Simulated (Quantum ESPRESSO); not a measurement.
# Al2Au (Fm-3m) in Quantum ESPRESSO: a series of runs

One crystal, Al2Au, is run at these levels: PBE; tasks: band structure.

All numbers are computed with Quantum ESPRESSO 7.5; they aren't measurements. Logs are shortened: lines on timing, memory, paths and dates and some standing lists are left out, and cuts for length are marked.

### 1 The crystal as given

The structure is cubic, space group Fm-3m (No. 225). Conventional cell: a = 6.000 Å, b = 6.000 Å, c = 6.000 Å, α = 90.00°, β = 90.00°, γ = 90.00°. Au (site symmetry m-3m) is surrounded by 8 Al at 2.60 Å. Al (site symmetry -43m) is surrounded by 4 Au at 2.60 Å.

### 2 Band structure, PBE

File pw.in:

```
&CONTROL
  calculation = 'scf'
  prefix = 'pwscf'
  outdir = './tmp'
  pseudo_dir = './pseudo'
  tprnfor = .true.
  tstress = .true.
  disk_io = 'low'
/
&SYSTEM
  ibrav = 0
  nat = 3
  ntyp = 2
  ecutwfc = 76
  nbnd = 19
  occupations = 'smearing'
  smearing = 'fd'
  degauss = 0.00367493
/
&ELECTRONS
  conv_thr = 6d-10
  electron_maxstep = 120
  mixing_beta = 0.5
/
ATOMIC_SPECIES
Au   196.9666 Au.upf
Al    26.9815 Al.upf
CELL_PARAMETERS bohr
   0.0000000000    5.6691783739    5.6691783739
   5.6691783739    0.0000000000    5.6691783739
   5.6691783739    5.6691783739    0.0000000000
ATOMIC_POSITIONS bohr
Au     0.0000000000    0.0000000000    0.0000000000
Al     8.5037675608    8.5037675608    8.5037675608
Al     2.8345891869    2.8345891869    2.8345891869
K_POINTS automatic
8 8 8 0 0 0
```

File bands.in:

```
&CONTROL
  calculation = 'bands'
  prefix = 'pwscf'
  outdir = './tmp'
  pseudo_dir = './pseudo'
  disk_io = 'low'
  verbosity = 'high'
/
&SYSTEM
  ibrav = 0
  nat = 3
  ntyp = 2
  ecutwfc = 76
  nbnd = 19
  occupations = 'smearing'
  smearing = 'fd'
  degauss = 0.00367493
/
&ELECTRONS
  conv_thr = 1d-08
  electron_maxstep = 120
  mixing_beta = 0.5
  diago_full_acc = .true.
  startingwfc = 'random'
/
ATOMIC_SPECIES
Au   196.9666 Au.upf
Al    26.9815 Al.upf
CELL_PARAMETERS bohr
   0.0000000000    5.6691783739    5.6691783739
   5.6691783739    0.0000000000    5.6691783739
   5.6691783739    5.6691783739    0.0000000000
ATOMIC_POSITIONS bohr
Au     0.0000000000    0.0000000000    0.0000000000
Al     8.5037675608    8.5037675608    8.5037675608
Al     2.8345891869    2.8345891869    2.8345891869
K_POINTS crystal
60
 0.0000000000  0.0000000000  0.0000000000 1
 0.0625000000  0.0000000000  0.0625000000 1
 0.1250000000  0.0000000000  0.1250000000 1
 0.1875000000  0.0000000000  0.1875000000 1
 0.2500000000  0.0000000000  0.2500000000 1
 0.3125000000  0.0000000000  0.3125000000 1
 0.3750000000  0.0000000000  0.3750000000 1
 0.4375000000  0.0000000000  0.4375000000 1
 0.5000000000  0.0000000000  0.5000000000 1
 0.5000000000  0.0625000000  0.5625000000 1
 0.5000000000  0.1250000000  0.6250000000 1
 0.5000000000  0.1875000000  0.6875000000 1
 0.5000000000  0.2500000000  0.7500000000 1
 0.4375000000  0.3125000000  0.7500000000 1
 0.3750000000  0.3750000000  0.7500000000 1
 0.3375000000  0.3375000000  0.6750000000 1
 0.3000000000  0.3000000000  0.6000000000 1
 0.2625000000  0.2625000000  0.5250000000 1
 0.2250000000  0.2250000000  0.4500000000 1
 0.1875000000  0.1875000000  0.3750000000 1
 0.1500000000  0.1500000000  0.3000000000 1
 0.1125000000  0.1125000000  0.2250000000 1
 0.0750000000  0.0750000000  0.1500000000 1
 0.0375000000  0.0375000000  0.0750000000 1
 0.0000000000  0.0000000000  0.0000000000 1
 0.0625000000  0.0625000000  0.0625000000 1
 0.1250000000  0.1250000000  0.1250000000 1
 0.1875000000  0.1875000000  0.1875000000 1
 0.2500000000  0.2500000000  0.2500000000 1
 0.3125000000  0.3125000000  0.3125000000 1
 0.3750000000  0.3750000000  0.3750000000 1
 0.4375000000  0.4375000000  0.4375000000 1
 0.5000000000  0.5000000000  0.5000000000 1
 0.5250000000  0.4500000000  0.5250000000 1
 0.5500000000  0.4000000000  0.5500000000 1
 0.5750000000  0.3500000000  0.5750000000 1
 0.6000000000  0.3000000000  0.6000000000 1
 0.6250000000  0.2500000000  0.6250000000 1
 0.5833333333  0.2500000000  0.6666666667 1
 0.5416666667  0.2500000000  0.7083333333 1
 0.5000000000  0.2500000000  0.7500000000 1
 0.5000000000  0.2857142857  0.7142857143 1
 0.5000000000  0.3214285714  0.6785714286 1
 0.5000000000  0.3571428571  0.6428571429 1
 0.5000000000  0.3928571429  0.6071428571 1
 0.5000000000  0.4285714286  0.5714285714 1
 0.5000000000  0.4642857143  0.5357142857 1
 0.5000000000  0.5000000000  0.5000000000 1
 0.4821428571  0.4821428571  0.5357142857 1
 0.4642857143  0.4642857143  0.5714285714 1
 0.4464285714  0.4464285714  0.6071428571 1
 0.4285714286  0.4285714286  0.6428571429 1
 0.4107142857  0.4107142857  0.6785714286 1
 0.3928571429  0.3928571429  0.7142857143 1
 0.3750000000  0.3750000000  0.7500000000 1
 0.6250000000  0.2500000000  0.6250000000 1
 0.5937500000  0.1875000000  0.5937500000 1
 0.5625000000  0.1250000000  0.5625000000 1
 0.5312500000  0.0625000000  0.5312500000 1
 0.5000000000  0.0000000000  0.5000000000 1
```

Potentials or basis: PseudoDojo 0.4.1 SR PBE standard.

On the command line:

```console
$ OMP_NUM_THREADS=1 pw.x -in pw.in > pw.out
$ OMP_NUM_THREADS=1 pw.x -in bands.in > bands.out
```

pw.out:

```text
This program is part of the open-source Quantum ESPRESSO suite
     for quantum simulation of materials; please cite
         "P. Giannozzi et al., J. Phys.:Condens. Matter 21 395502 (2009);
         "P. Giannozzi et al., J. Phys.:Condens. Matter 29 465901 (2017);
         "P. Giannozzi et al., J. Chem. Phys. 152 154105 (2020);
     in publications or presentations arising from this work. More details at

     Message from routine setup:
     using ibrav=0 with symmetry is DISCOURAGED, use correct ibrav instead

     G-vector sticks info
     --------------------
     sticks:   dense  smooth     PW     G-vecs:    dense   smooth      PW
     Sum        1345    1345    385                32647    32647    5065

     Using Slab Decomposition

     bravais-lattice index     =            0
     lattice parameter (alat)  =       8.0174  a.u.
     unit-cell volume          =     364.4101 (a.u.)^3
     number of atoms/cell      =            3
     number of atomic types    =            2
     number of electrons       =        25.00
     number of Kohn-Sham states=           19
     kinetic-energy cutoff     =      76.0000  Ry
     charge density cutoff     =     304.0000  Ry
     scf convergence threshold =      6.0E-10
     mixing beta               =       0.5000
     number of iterations used =            8  plain     mixing
     Exchange-correlation= PBE
                           (   1   4   3   4   0   0   0)

     celldm(1)=   8.017429  celldm(2)=   0.000000  celldm(3)=   0.000000
     celldm(4)=   0.000000  celldm(5)=   0.000000  celldm(6)=   0.000000

     crystal axes: (cart. coord. in units of alat)
               a(1) = (   0.000000   0.707107   0.707107 )
               a(2) = (   0.707107   0.000000   0.707107 )
               a(3) = (   0.707107   0.707107   0.000000 )

     reciprocal axes: (cart. coord. in units 2 pi/alat)
               b(1) = ( -0.707107  0.707107  0.707107 )
               b(2) = (  0.707107 -0.707107  0.707107 )
               b(3) = (  0.707107  0.707107 -0.707107 )

     PseudoPot. # 1 for Au read from file:
     Au.upf
     Pseudo is Norm-conserving + core correction, Zval = 19.0
     Generated using ONCVPSP code by D. R. Hamann
     Using radial grid of 1356 points,  7 beta functions with:
                l(1) =   0
                l(2) =   0
                l(3) =   1
                l(4) =   1
                l(5) =   2
                l(6) =   2
                l(7) =   3

     PseudoPot. # 2 for Al read from file:
     Al.upf
     Pseudo is Norm-conserving + core correction, Zval =  3.0
     Generated using ONCVPSP code by D. R. Hamann
     Using radial grid of 1876 points,  6 beta functions with:
                l(1) =   0
                l(2) =   0
                l(3) =   1
                l(4) =   1
                l(5) =   2
                l(6) =   2

     atomic species   valence    mass     pseudopotential
     Au               19.00   196.96660     Au( 1.00)
     Al                3.00    26.98150     Al( 1.00)

     48 Sym. Ops., with inversion, found

   Cartesian axes

     site n.     atom                  positions (alat units)
         1        Au     tau(   1) = (   0.0000000   0.0000000   0.0000000  )
         2        Al     tau(   2) = (   1.0606602   1.0606602   1.0606602  )
         3        Al     tau(   3) = (   0.3535534   0.3535534   0.3535534  )

     number of k points=    29  Fermi-Dirac smearing, width (Ry)=  0.0037
                       cart. coord. in units 2pi/alat
        k(    1) = (   0.0000000   0.0000000   0.0000000), wk =   0.0039062
        k(    2) = (   0.0883883   0.0883883  -0.0883883), wk =   0.0312500
        k(    3) = (   0.1767767   0.1767767  -0.1767767), wk =   0.0312500
        k(    4) = (   0.2651650   0.2651650  -0.2651650), wk =   0.0312500
        k(    5) = (  -0.3535534  -0.3535534   0.3535534), wk =   0.0156250
        k(    6) = (   0.1767767   0.0000000   0.0000000), wk =   0.0234375
[... 21 lines left out ...]
        k(   28) = (  -0.7071068   0.1767767  -0.0000000), wk =   0.0468750
        k(   29) = (  -0.7071068   0.3535534   0.0000000), wk =   0.0234375

     Dense  grid:    32647 G-vectors     FFT dimensions: (  45,  45,  45)

     Initial potential from superposition of free atoms

     starting charge      24.9950, renormalised to      25.0000
     Starting wfcs are   18 randomized atomic wfcs +    1 random wfcs

     Self-consistent Calculation

     iteration #  1     ecut=    76.00 Ry     beta= 0.50
     Davidson diagonalization with overlap
     ethr =  1.00E-02,  avg # of iterations =  4.7

     total energy              =    -305.61279830 Ry
     estimated scf accuracy    <       0.38864856 Ry

     iteration #  2     ecut=    76.00 Ry     beta= 0.50
     Davidson diagonalization with overlap
     ethr =  1.55E-03,  avg # of iterations =  2.0
[... 57 lines left out ...]
     total energy              =    -305.76532320 Ry
     estimated scf accuracy    <          1.6E-09 Ry

     iteration # 11     ecut=    76.00 Ry     beta= 0.50
     Davidson diagonalization with overlap
     ethr =  6.23E-12,  avg # of iterations =  3.1

     End of self-consistent calculation

          k = 0.0000 0.0000 0.0000 (  4015 PWs)   bands (ev):

   -96.0464 -47.3516 -47.3516 -47.3516   0.7176   4.6794   4.6794   4.6794
     5.6418   5.6418  13.5214  14.2319  14.2319  14.2319  15.1858  15.1858
    15.1858  17.0135  17.0135

          k = 0.0884 0.0884-0.0884 (  4059 PWs)   bands (ev):

   -96.0464 -47.3518 -47.3517 -47.3517   0.9220   4.6140   4.7300   4.7300
     5.6321   5.6321  11.8378  13.5373  13.5373  13.7691  15.8934  15.8934
    16.5085  16.6205  16.6205
[... 13 lines left out ...]
          k =-0.3536-0.3536 0.3536 (  4092 PWs)   bands (ev):

   -96.0464 -47.3527 -47.3518 -47.3518   2.7671   4.8111   4.9230   4.9230
     5.7637   5.7637   5.8297  11.6299  11.6299  14.5648  14.8812  15.0894
    15.0894  20.1149  20.1149

          k = 0.1768 0.0000 0.0000 (  4063 PWs)   bands (ev):

   -96.0464 -47.3518 -47.3517 -47.3517   0.9917   4.5667   4.7638   4.7638
     5.5644   5.6850  12.5751  12.5751  12.8449  13.1745  15.4786  16.0515
    17.1197  17.1197  17.3305

          k = 0.2652 0.0884-0.0884 (  4058 PWs)   bands (ev):

   -96.0464 -47.3521 -47.3518 -47.3518   1.4564   4.4413   4.8692   4.8721
     5.5108   5.7239  10.1115  11.7437  12.1759  13.7244  15.2230  16.2281
    16.8849  17.0847  18.5005
[... 19 lines left out ...]
          k =-0.0884-0.2652 0.2652 (  4073 PWs)   bands (ev):

   -96.0464 -47.3523 -47.3519 -47.3518   1.9414   4.3981   4.9059   4.9309
     5.5562   5.7457   8.5495  10.5528  12.6166  14.6191  15.1401  15.3900
    17.1808  17.2753  17.5990

          k = 0.0000-0.1768 0.1768 (  4067 PWs)   bands (ev):

   -96.0464 -47.3520 -47.3518 -47.3517   1.2562   4.5124   4.8050   4.8163
     5.5668   5.6825  10.8261  11.2629  13.7097  14.4946  15.3384  15.5069
    16.2742  16.4528  17.6182

          k = 0.3536 0.0000 0.0000 (  4064 PWs)   bands (ev):

   -96.0464 -47.3522 -47.3519 -47.3519   1.7999   4.3094   5.0034   5.0034
     5.3709   5.7915  10.2900  10.8718  10.8718  12.7953  14.1502  17.8734
    18.2014  18.2014  19.2197

          k = 0.4419 0.0884-0.0884 (  4071 PWs)   bands (ev):

   -96.0464 -47.3524 -47.3520 -47.3519   2.4875   4.1965   5.0476   5.1375
     5.4343   5.8393   8.4142  10.0497  10.3090  13.1012  14.3954  17.6214
    18.1404  18.4980  20.4440
[... 7 lines left out ...]
          k =-0.0884-0.4419 0.4419 (  4075 PWs)   bands (ev):

   -96.0464 -47.3525 -47.3522 -47.3519   3.3745   4.3775   5.0254   5.2012
     5.5686   5.6537   6.7953   8.5029  10.7465  13.4831  16.3512  16.9903
    17.5899  19.2622  19.2913

          k = 0.0000-0.3536 0.3536 (  4069 PWs)   bands (ev):

   -96.0464 -47.3524 -47.3521 -47.3518   2.6866   4.3106   4.9633   5.1019
     5.5318   5.7631   7.9792   8.6470  11.6643  13.9373  15.9406  16.4671
    17.2242  17.8647  19.4147

          k = 0.5303-0.0000 0.0000 (  4076 PWs)   bands (ev):

   -96.0464 -47.3526 -47.3520 -47.3520   3.0725   4.0700   5.1655   5.3223
     5.3223   5.9016   7.7663   9.6386   9.6386  12.6039  13.5436  19.0028
    19.5853  19.5853  20.1097

          k =-0.0884-0.6187 0.6187 (  4084 PWs)   bands (ev):

   -96.0464 -47.3527 -47.3521 -47.3520   3.8241   4.0536   4.9116   5.4144
     5.7158   5.8850   6.6380   8.7891   9.4704  12.8833  14.0262  18.1737
    19.6317  20.7795  20.9730

          k = 0.0000-0.5303 0.5303 (  4089 PWs)   bands (ev):

   -96.0464 -47.3526 -47.3523 -47.3520   3.8842   4.4845   4.6948   5.3841
     5.6961   5.7407   6.6622   7.8820   9.9027  13.1243  15.6509  17.2903
    18.9989  19.4776  20.2574

          k =-0.7071 0.0000 0.0000 (  4088 PWs)   bands (ev):

   -96.0464 -47.3528 -47.3521 -47.3521   3.9755   4.1856   5.0355   5.4949
     5.4949   5.9484   6.2589   9.1556   9.1556  12.5491  13.3764  18.9097
    21.0777  21.0777  21.6565

          k = 0.3536 0.1768 0.0000 (  4069 PWs)   bands (ev):

   -96.0464 -47.3523 -47.3519 -47.3518   2.0317   4.3178   4.9529   5.0129
     5.4734   5.7839   9.1079   9.9102  11.6656  14.0578  14.9795  16.1133
    17.0816  18.5257  18.6757

          k =-0.2652-0.4419 0.6187 (  4081 PWs)   bands (ev):

   -96.0464 -47.3525 -47.3521 -47.3519   2.8405   4.2807   4.9671   5.1306
     5.6096   5.7771   7.3459   9.2971  10.8412  14.2605  15.2614  16.3291
    17.5963  18.3064  19.7935
[... 13 lines left out ...]
          k =-0.0884-0.4419 0.6187 (  4086 PWs)   bands (ev):

   -96.0464 -47.3525 -47.3523 -47.3520   3.8514   4.2515   4.8619   5.3870
     5.4973   5.9172   6.7764   8.0715   9.5612  14.0297  15.8289  16.2610
    18.3078  19.5920  20.6966

          k = 0.0000-0.3536 0.5303 (  4080 PWs)   bands (ev):

   -96.0464 -47.3525 -47.3523 -47.3520   3.5983   4.2648   4.9851   5.3274
     5.4407   5.7450   7.4316   7.6692  10.0379  14.4114  15.5747  16.7335
    17.9149  18.7595  20.7397

          k =-0.7071 0.1768-0.0000 (  4078 PWs)   bands (ev):

   -96.0464 -47.3527 -47.3522 -47.3521   4.0367   4.4012   4.6117   5.4950
     5.7074   6.1134   6.1676   8.4481   9.1158  13.4955  14.2965  17.5555
    19.4304  20.7173  22.1524

          k =-0.7071 0.3536 0.0000 (  4128 PWs)   bands (ev):

   -96.0464 -47.3524 -47.3524 -47.3521   4.2373   4.2373   4.9556   5.0296
     5.4952   6.0811   7.2486   7.2486   9.0862  15.4039  15.4039  16.4888
    16.5919  20.5198  22.5107

     the Fermi energy is    11.2770 ev

!    total energy              =    -305.76532320 Ry
     estimated scf accuracy    <          4.8E-11 Ry
     smearing contrib. (-TS)   =      -0.00062172 Ry
     internal energy E=F+TS    =    -305.76470148 Ry

     The total energy is F=E-TS. E is the sum of the following terms:
     one-electron contribution =    -170.62674179 Ry
     hartree contribution      =      92.40752923 Ry
     xc contribution           =     -56.43433390 Ry
     ewald contribution        =    -171.11115502 Ry

     convergence has been achieved in  11 iterations

     Forces acting on atoms (cartesian axes, Ry/au):

     atom    1 type  1   force =    -0.00000000    0.00000000   -0.00000000
     atom    2 type  2   force =     0.00000000   -0.00000000   -0.00000000
     atom    3 type  2   force =    -0.00000000    0.00000000   -0.00000000

     Total force =     0.000000     Total SCF correction =     0.000000

     Computing stress (Cartesian axis) and pressure

          total   stress  (Ry/bohr**3)                   (kbar)     P=       30.86
   0.00020975   0.00000000  -0.00000000           30.86        0.00       -0.00
   0.00000000   0.00020975  -0.00000000            0.00       30.86       -0.00
  -0.00000000  -0.00000000   0.00020975           -0.00       -0.00       30.86

=------------------------------------------------------------------------------=
   JOB DONE.
=------------------------------------------------------------------------------=
```

Run time: 2.3 min. Hardware: 1 thread of Arm Neoverse V1, shared host; peak memory 0.11 GiB.

What came out:

```yaml
Free_energy: -4160.1492 eV
Pressure: 3.1 GPa
Band_gap_on_the_k_mesh: none (metal or under the smearing width)
```

Levels at the corners of the path, in eV from the Fermi level:
```
point  band 9  band 10  band 11  band 12  band 13  band 14  band 15  band 16  band 17  band 18
    Γ   -5.64    -5.64     2.24     2.95     2.95     2.95     3.91     3.91     3.91     5.74
    X   -5.78    -5.33    -5.02    -2.12    -2.12     1.27     2.10     7.63     9.80     9.80
    W   -5.78    -5.20    -4.03    -4.03    -2.19     4.13     4.13     5.21     5.31     9.24
    K   -5.58    -5.54    -4.61    -3.40    -1.37     1.85     4.37     6.01     7.72     8.20
    Γ   -5.64    -5.64     2.24     2.95     2.95     2.95     3.91     3.91     3.91     5.74
    L   -5.51    -5.51    -5.45     0.35     0.35     3.29     3.60     3.81     3.81     8.84
    U   -5.58    -5.54    -4.61    -3.40    -1.37     1.85     4.37     6.01     7.72     8.20
    W   -5.78    -5.20    -4.03    -4.03    -2.19     4.13     4.13     5.21     5.31     9.24
    L   -5.51    -5.51    -5.45     0.35     0.35     3.29     3.60     3.81     3.81     8.84
    K   -5.58    -5.54    -4.61    -3.40    -1.37     1.85     4.37     6.01     7.72     8.20
    U   -5.58    -5.54    -4.61    -3.40    -1.37     1.85     4.37     6.01     7.72     8.20
    X   -5.78    -5.33    -5.02    -2.12    -2.12     1.27     2.10     7.63     9.80     9.80
```

Caveat: spin-orbit coupling is left out, which moves the levels of the heavy elements.

[end of part 1 of 2]
